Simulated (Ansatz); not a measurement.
Crystal: As.

```
As
1.0
     2.70368    0.00000    0.00000
     0.00000    2.70368    0.00000
     0.00000    0.00000    2.70368
As
1
Direct
  0.50000 0.50000 0.50000
```

This isn't the form of As at room conditions, which is rhombohedral.

Base run:

| Item | Value |
| --- | --- |
| Program | Ansatz 0.2.0 |
| Functional | PBEsol |
| Potentials or basis | all-electron PAW datasets made for the crystal |
| Cutoff | 180 eV (chosen from the basis error) |
| k mesh | 8 × 8 × 8 |
| Occupations | fermi-dirac, width 0.05 eV |
| Spin | no spin polarisation |

Its results: band gap on the k mesh none (metal or under the smearing width); pressure -0.5 GPa.

Task: The run is repeated on the same cell with these changes: functional from PBEsol to HSE06; cutoff from 180 eV (chosen from the basis error) to 360 eV (chosen from the basis error). What comes out?

Result: Band gap on the k mesh none (metal or under the smearing width); pressure 0.1 GPa.

Caveats: the k mesh is thin for a metal, which can move the energy by tens of meV per atom; the program warned that the printed levels may be off, so bands, gaps and densities of states are rough (some runs).

The runs don't all hold the same shells in valence.
